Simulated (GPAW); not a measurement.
Wanted: an ASE script for a GPAW 26.7.0 run.

| Property | Result |
| --- | --- |
| Task | single point |
| Functional | PBEsol |
| Potentials or basis | PAW data sets generated in the run's folder for this functional |
| Cutoff | 800 eV |
| Basis | pw |
| k mesh | 10 × 10 × 9 |
| Occupations | fermi-dirac, width 0.05 eV |
| Spin | no spin polarisation |
| Maxiter | 150 |

The system is WC (Qusongite).

```
W C
1.0
     2.90650    0.00000    0.00000
    -1.45325    2.51710    0.00000
     0.00000    0.00000    2.83660
W C
1 1
Direct
  0.00000 0.00000 0.00000
  0.66667 0.33333 0.50000
```

The input as run:

run.py

```python
from ase import Atoms
from ase.dft.bandgap import bandgap
from ase.io import write
from ase.units import GPa
from gpaw import GPAW, PW, setup_paths

setup_paths.insert(0, '.')

atoms = Atoms(['W', 'C'],
              cell=[[2.9065, 0.0, 0.0],
                    [-1.45325, 2.5171028361, 0.0],
                    [0.0, 0.0, 2.8366]],
              scaled_positions=[[0.0, 0.0, 0.0],
                                [0.6666666667, 0.3333333333, 0.5]],
              pbc=True)

calc = GPAW(mode=PW(800),
            xc='PBEsol',
            kpts={'size': (10, 10, 9), 'gamma': True},
            occupations={'name': 'fermi-dirac', 'width': 0.05},
            nbands=19,
            convergence={'density': 1e-05, 'energy': 1e-05},
            maxiter=150,
            txt='gpaw.txt')
atoms.calc = calc
energy = atoms.get_potential_energy()
forces = atoms.get_forces()
stress = atoms.get_stress()
calc.write('gs.gpw')
write('result.traj', atoms)
print(f'Energy: {energy:.6f} eV')
print('Forces (eV/A):')
print(forces.round(4))
print('Stress (GPa):', (stress / GPa).round(3))
print('Fermi level:', round(calc.get_fermi_level(), 4), 'eV')
print(f'Gap: {bandgap(calc)[0]:.4f} eV, direct: {bandgap(calc, direct=True)[0]:.4f} eV')
```

Potentials or basis: PAW data sets generated in the run's folder for this functional, pw.

The run is started by

```bash
$ gpaw-setup -f PBEsol C W
$ OMP_NUM_THREADS=1 python run.py
```

It gave:

| Item | Value |
| --- | --- |
| Pressure | -4.0 GPa |
| Band gap on the k mesh | none (metal or under the smearing width) |

Run time: 26 s on 1 thread of Arm Neoverse V1, with other jobs on the host, peak memory 0.17 GiB.
